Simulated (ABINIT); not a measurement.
Crystal: B.

```
CELL_PARAMETERS angstrom
1.88524 0.00000 0.00000
0.00000 1.88524 0.00000
0.00000 0.00000 1.88524
ATOMIC_POSITIONS crystal
B 0.50000 0.50000 0.50000
```

The cell was built by a generator and needn't be a form met in nature.

Base run:

```yaml
Program: ABINIT 10.8.3 (patched build)
Functional: LDA
Potentials_or_basis: JTH PAW PBE v2.0
Cutoff: 490 eV
k_mesh: 14 × 14 × 14
Occupations: fermi-dirac, width 0.05 eV
Spin: no spin polarisation
```

Its results: band gap on the k mesh none (metal or under the smearing width); pressure -7.0 GPa.

After a change of settings the same cell gave: band gap on the k mesh none (metal or under the smearing width); pressure 7.7 GPa. Which change was it?
A. functional from LDA to r2SCAN
B. functional from LDA to AM05
C. functional from LDA to BLYP
D. functional from LDA to PBEsol

C.

BLYP binds less tightly than LDA, so the same cell stands under more pressure.

Caveats: the PAW data sets were made with another functional, which shifts forces and pressure a little.

Runs at the PBE level aren't shown here.
